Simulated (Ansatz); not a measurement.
An Ansatz input:

```yaml
crystal:
  lattice:
    - [-1.8502358215, 1.8502358215, 1.8502358215]
    - [1.8502358215, -1.8502358215, 1.8502358215]
    - [1.8502358215, 1.8502358215, -1.8502358215]
  atoms:
    - { symbol: In, position: [0.0, 0.0, 0.0] }
hamiltonian:
  xc: revpbe
  pseudopotentials:
    kind: paw
    azcp:
      In: "pseudopotentials/In.paw.azcp"
basis:
  ecutwfc: 420
  fft_grid_basis: typed
kpoints:
  mp_grid: { grid: [13, 13, 13], shift: [0, 0, 0] }
magnetization:
  spin_polarized: false
scf:
  occupations: { method: fermi_dirac, width: 0.1 }
  lower_state_search: "off"
output:
  stress: true
```

Terminal output

```
Engine: ansatz 0.2.0, aarch64-unknown-linux-gnu
Pseudopotentials: kind: paw
Pseudopotential: In, paw, valence charge 13, recommended cutoff 420 eV (normal) 
Functional definition: revPBE
  parameter kappa = 1.245
  parameter beta = 0.06672455060314922
  exchange = pbe_x(kappa = kappa, mu = beta*pi^2/3)
  correlation = pbe_c(beta = beta)
Crystal: 1 atoms, lattice volume = 25.336 Å³
Basis set: ecut = 420 eV, 531 PW (Γ)
Bands: 11, of which v1, the nominal top of the filled ones, is band 7 counted from 1 (6 counted from 0)
Symmetry: 48 space group operations
Space group: Im-3m (ITA 229), of the structure as read, at distance tolerance 2.9e-5 Å
k-points: 84 of 2197
Non-local potential: In, projectors of the file, l = 0: 2, l = 1: 2, l = 2: 2, l = 3: 2
PAW form: soft (Blöchl's): semilocal exchange-correlation on the pseudo side does not see the compensation charge
PAW frozen core: In, regenerated for the run's functional, and the local potential with it (the file was generated under x = pbe(κ = 0.804, μ = 0.2195149727645171), c = pbe(β = 0.06672455060314922))
PAW one-centre angular grid: In, 590 points (default); XC on 64 Gauss nodes
Initial density: superposition of atomic densities (neutral atoms: chi_scale 0, normalization atom), corrected by the library's trained network
Initial wavefunctions: pseudopotential atomic-orbital guess
Functional: x = revpbe(κ = 1.245, μ = 0.2195149727645171), c = pbe(β = 0.06672455060314922)
SCF iter   1: F=—  HF=-5603.793163 eV  |F-HF|=—  |Δ(HF+E_count)|=         —  Δρ=2.79e-3  dr2=9.37e-4  ethr=1.77e-3  ⟨swp⟩=5.0  Hψ=5410  notcnv=0
SCF iter   2: F=—  HF=-5603.792702 eV  |F-HF|=—  |Δ(HF+E_count)|=   4.61e-4  Δρ=1.21e-3  dr2=1.82e-4  ethr=7.21e-6  ⟨swp⟩=2.5  Hψ=2073  notcnv=0
SCF iter   3: F=—  HF=-5603.792735 eV  |F-HF|=—  |Δ(HF+E_count)|=   3.30e-5  Δρ=3.71e-4  dr2=2.07e-5  ethr=1.40e-6  ⟨swp⟩=1.1  Hψ=926  notcnv=0
SCF iter   4: F=—  HF=-5603.792740 eV  |F-HF|=—  |Δ(HF+E_count)|=   4.40e-6  Δρ=7.37e-5  dr2=1.79e-6  ethr=1.59e-7  ⟨swp⟩=2.3  Hψ=1242  notcnv=0
iter 5 did not close the SCF: its close was put off for the readings that it lacked (scf_convergence_deferred on its scf_iter line)
SCF iter   5: F=-5603.792740 eV  HF=-5603.792740 eV  |F-HF|=1.76e-8  |Δ(HF+E_count)|=   6.58e-8  Δρ=7.27e-6  dr2=1.39e-8  ethr=1.38e-8  ⟨swp⟩=2.9  Hψ=1459  notcnv=0
SCF iter   6: F=-5603.792740 eV  HF=-5603.792740 eV  |F-HF|=1.88e-10  |Δ(HF+E_count)|=   2.14e-8  Δρ=1.78e-6  dr2=4.82e-10  ethr=1.07e-10  ⟨swp⟩=1.7  Hψ=2928  notcnv=0
SCF 1 converged in 6 iterations: F = -5603.792740 eV  dr2 = 4.82e-10
SCF converged after 6 iterations
Free energy (F): -5603.792740 eV
Harris-Foulkes:  -5603.792740 eV  (|F-HF|=1.88e-10)
Internal energy: -5603.778309 eV  (E = F + TS)
E sigma→0 (E₀):  -5603.785525 eV
Entropy (-TS):   -0.014430 eV (-14.430 meV/atom)
Fermi energy:    10.836848 eV
--- Per-component energies (eV) ---
  E_band       = -17.067233
  E_kinetic    = 241.714168
  E_local      = -1054.769404  (includes V_loc(G=0)·N_el)
  E_nonlocal   = 365.911747
  E_hartree    = 414.514160
  E_xc         = -216.536381
  E_vxc        = -99.953196  (∫ρ·V_xc dr)
  E_paw        = -4158.026932  (= ΣΔE_a)
  E_vpaw       = -298.998456  (= ΣTr[D̂ρ^β])
  E_aug_tail   = 0.000026  (compensation charges beyond the density's cutoff)
  E_ewald      = -1196.634015
  E_core_change = 0.048322  (= ΣΔE_core)
  E_smearing   = -0.014430  (= −TS)
  E_closure    = 0.000000  (closes the sum)
  Σ components = -5603.792740   (vs F -5603.792740, Δ=0.00e0)
--- Stress (GPa, compression-positive) ---
        5.288708       0.000000       0.000000
        0.000000       5.288708       0.000000
       -0.000000      -0.000000       5.288708
  P = ⅓ Tr σ = 5.2887 GPa (52.887 kbar)
```
